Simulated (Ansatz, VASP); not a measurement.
Si in VASP and in Ansatz

```xyz
2
Lattice="-2.2918 2.2918 1.2363 2.2918 -2.2918 1.2363 2.2918 2.2918 -1.2363" Properties=species:S:1:pos:R:3 pbc="T T T"
Si    0.0000   -1.1459   -0.3091
Si    0.0000    1.1459    0.3091
```

Alike in both runs: functional PBE; k mesh 17 × 17 × 17; occupations fermi-dirac, width 0.1 eV; no spin polarisation.

Ansatz relaxed the structure, and its values are those at the end. VASP's run is a single point on that final structure, the one shown.

```csv
,VASP,Ansatz
version,VASP 6.6.1,Ansatz 0.2.0
potentials or method,"VASP PAW PBE potentials, release 64 (Si), cutoff 520 eV","all-electron LAPW, scalar-relativistic"
```

```tsv
	VASP	Ansatz	Ansatz less VASP
pressure (GPa)	25.9	26.0	+0.08
```

Ansatz ran all-electron here, so the differences hold the error of VASP's frozen core and of both bases.

Caveats: so large a pressure means that the cell lies far from this level's equilibrium, or that cutoff or potentials fall short (VASP).
